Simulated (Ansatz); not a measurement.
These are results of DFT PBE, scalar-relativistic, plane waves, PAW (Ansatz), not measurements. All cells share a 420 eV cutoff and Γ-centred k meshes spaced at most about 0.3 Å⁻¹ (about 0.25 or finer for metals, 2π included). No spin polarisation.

Temperature and zero-point effects are left out.

Task: Order these relaxed structures of Mg₂GeN₃ by energy, lowest first, with the energy over the lowest of them.
A.

```cif
data_structure
_symmetry_space_group_name_H-M 'P-3m1'
_symmetry_Int_Tables_number 164
_cell_length_a 3.0032
_cell_length_b 3.0032
_cell_length_c 7.7285
_cell_angle_alpha 90.000
_cell_angle_beta 90.000
_cell_angle_gamma 120.000
_cell_volume 60.37
loop_
_atom_site_label
_atom_site_type_symbol
_atom_site_symmetry_multiplicity
_atom_site_Wyckoff_symbol
_atom_site_fract_x
_atom_site_fract_y
_atom_site_fract_z
_atom_site_occupancy
Mg1 Mg 2 d 0.33333 0.66667 0.66742 1
Ge1 Ge 1 a 0.00000 0.00000 0.00000 1
N1 N 2 d 0.33333 0.66667 0.14382 1
N2 N 1 b 0.00000 0.00000 0.50000 1
```

B.

```cif
data_structure
_symmetry_space_group_name_H-M 'Cmc2_1'
_symmetry_Int_Tables_number 36
_cell_length_a 10.2217
_cell_length_b 5.9145
_cell_length_c 4.9733
_cell_angle_alpha 90.000
_cell_angle_beta 90.000
_cell_angle_gamma 90.000
_cell_volume 300.67
loop_
_atom_site_label
_atom_site_type_symbol
_atom_site_symmetry_multiplicity
_atom_site_Wyckoff_symbol
_atom_site_fract_x
_atom_site_fract_y
_atom_site_fract_z
_atom_site_occupancy
Mg1 Mg 8 b 0.33480 0.83324 0.02093 1
Ge1 Ge 4 a 0.50000 0.33693 0.00380 1
N1 N 8 b 0.65312 0.18097 0.08479 1
N2 N 4 a 0.50000 0.36140 0.62376 1
```

C.

```cif
data_structure
_symmetry_space_group_name_H-M 'C2/m'
_symmetry_Int_Tables_number 12
_cell_length_a 5.2490
_cell_length_b 9.1133
_cell_length_c 5.3229
_cell_angle_alpha 90.000
_cell_angle_beta 109.312
_cell_angle_gamma 90.000
_cell_volume 240.30
loop_
_atom_site_label
_atom_site_type_symbol
_atom_site_symmetry_multiplicity
_atom_site_Wyckoff_symbol
_atom_site_fract_x
_atom_site_fract_y
_atom_site_fract_z
_atom_site_occupancy
Mg1 Mg 2 c 0.00000 0.00000 0.50000 1
Mg2 Mg 4 h 0.50000 0.16281 0.50000 1
Mg3 Mg 2 b 0.50000 0.00000 0.00000 1
Ge1 Ge 4 g 0.50000 0.33384 0.00000 1
N1 N 8 j 0.75322 0.17617 0.22993 1
N2 N 4 i 0.77360 0.00000 0.76710 1
```

D.

```cif
data_structure
_symmetry_space_group_name_H-M 'Imm2'
_symmetry_Int_Tables_number 44
_cell_length_a 3.0294
_cell_length_b 9.9480
_cell_length_c 4.9913
_cell_angle_alpha 90.000
_cell_angle_beta 90.000
_cell_angle_gamma 90.000
_cell_volume 150.42
loop_
_atom_site_label
_atom_site_type_symbol
_atom_site_symmetry_multiplicity
_atom_site_Wyckoff_symbol
_atom_site_fract_x
_atom_site_fract_y
_atom_site_fract_z
_atom_site_occupancy
Mg1 Mg 4 d 0.50000 0.16447 0.51179 1
Ge1 Ge 2 a 0.00000 0.00000 0.00775 1
N1 N 4 d 0.50000 0.34488 0.72028 1
N2 N 2 b 0.50000 0.00000 0.77811 1
```

E.

```cif
data_structure
_symmetry_space_group_name_H-M 'P3m1'
_symmetry_Int_Tables_number 156
_cell_length_a 3.0928
_cell_length_b 3.0928
_cell_length_c 8.5027
_cell_angle_alpha 90.000
_cell_angle_beta 90.000
_cell_angle_gamma 120.000
_cell_volume 70.43
loop_
_atom_site_label
_atom_site_type_symbol
_atom_site_symmetry_multiplicity
_atom_site_Wyckoff_symbol
_atom_site_fract_x
_atom_site_fract_y
_atom_site_fract_z
_atom_site_occupancy
Mg1 Mg 1 c 0.66667 0.33333 0.90181 1
Mg2 Mg 1 c 0.66667 0.33333 0.21406 1
Ge1 Ge 1 a 0.00000 0.00000 0.56361 1
N1 N 1 b 0.33333 0.66667 0.46440 1
N2 N 1 b 0.33333 0.66667 0.08502 1
N3 N 1 a 0.00000 0.00000 0.77109 1
```

Result: B (0 meV/atom), D (27 meV/atom), C (103 meV/atom), A (118 meV/atom), E (279 meV/atom). Forms: B Cmc2_1; D Imm2; C C2/m; A P-3m1; E P3m1. Counting N atoms around Ge and Mg (those within 1.25 times the shortest such distance or 1.15 times the sum of covalent radii, 1.27 where that leaves under three; a plus sign parts nearer from farther groups; a slash parts the counts of unlike sites): B has Mg 4, Ge 4; D has Mg 4, Ge 4; C has Mg 6, Ge 6; A has Mg 6, Ge 6; E has Mg 3/3+3, Ge 1+3. All come from invented guesses.

For metals, differences of a few meV/atom aren't resolved. No dispersion correction is applied, so the spacing and binding between layers, chains or molecules are poorly described (P3m1), and this can change margins and order among such cells. In Imm2, P-3m1, P3m1 an odd number of electrons in the primitive cell allows no gap without spin; a larger cell or a magnetic state could open one. Cells relaxed within their symmetry can be saddle points. Some candidate types were left out of the draw beforehand, so a known form may be missing.
